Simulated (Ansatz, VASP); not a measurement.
Two plane-wave programs on InSe

Contents of INCAR:

```
SYSTEM = InSe
PREC = Accurate ; ENCUT = 520
EDIFF = 1E-6 ; ISMEAR = 0
SIGMA = 0.1 ; LREAL = .FALSE.
LASPH = .TRUE. ; NELM = 100
ALGO = Normal ; ISIF = 2
LWAVE = .FALSE. ; LCHARG = .FALSE.
GGA = PE ; IVDW = 12
NBANDS = 27
```

KPOINTS

```
regular mesh
0
G
  6 6 6
  0 0 0
```

POSCAR

```
InSe
1.0
    1.9999996503      1.1547003365      8.3166700000
   -1.9999996503      1.1547003365      8.3166700000
    0.0000000000     -2.3094006730      8.3166700000
In Se
2 2
Direct
    0.0000000000      0.0000000000      0.0000000000
    0.1122000000      0.1122000000      0.1122000000
    0.6155000000      0.6155000000      0.6155000000
    0.8300000000      0.8300000000      0.8300000000
```

Input for Ansatz:

```yaml
crystal:
  lattice:
    - [1.9999996503, 1.1547003365, 8.31667]
    - [-1.9999996503, 1.1547003365, 8.31667]
    - [0.0, -2.309400673, 8.31667]
  atoms:
    - { symbol: In, position: [0.0, 0.0, 0.0] }
    - { symbol: In, position: [0.1122, 0.1122, 0.1122] }
    - { symbol: Se, position: [0.6155, 0.6155, 0.6155] }
    - { symbol: Se, position: [0.83, 0.83, 0.83] }
basis:
  ecutwfc: 420
kpoints:
  mp_grid: { grid: [6, 6, 6] }
hamiltonian:
  xc: pbe
  dispersion: d3bj
scf:
  occupations: { method: gaussian, width: 0.1 }
output:
  forces: true
  stress: true
  eigenvalues: true
```

Alike in both runs: task single point; functional PBE; dispersion D3(BJ); k mesh 6 × 6 × 6; occupations gaussian, width 0.1 eV; no spin polarisation.

```csv
,VASP,Ansatz
version,VASP 6.6.1,Ansatz 0.2.0
potentials or method,"VASP PAW PBE potentials, release 64 (In_d, Se)","scalar-relativistic, plane waves, PAW"
plane-wave cutoff (eV),520,420
valence electrons in the cell,38,58
```

Ansatz gave:

* gap on the k mesh at the Fermi level (eV): 0.39
* least direct gap on the mesh (eV): 0.39
* pressure (GPa): 1.1
* largest component of the traceless stress (GPa): 0.57
* rms of the force components (eV/Å): 0.116

Q: Estimate VASP's values.

A: gap on the k mesh at the Fermi level (eV): 0.38; least direct gap on the mesh (eV): 0.38; pressure (GPa): 1.1; largest component of the traceless stress (GPa): 0.57; rms of the force components (eV/Å): 0.125.

Atom by atom the forces differ by 0.009 eV/Å (rms over components). The functional is the same, so the differences come from potentials, cutoffs and numerics. The two sets of potentials don't hold the same shells in valence.

Caveats: spin-orbit coupling is left out, which moves the levels of the heavy elements. A k mesh can miss the band edges.
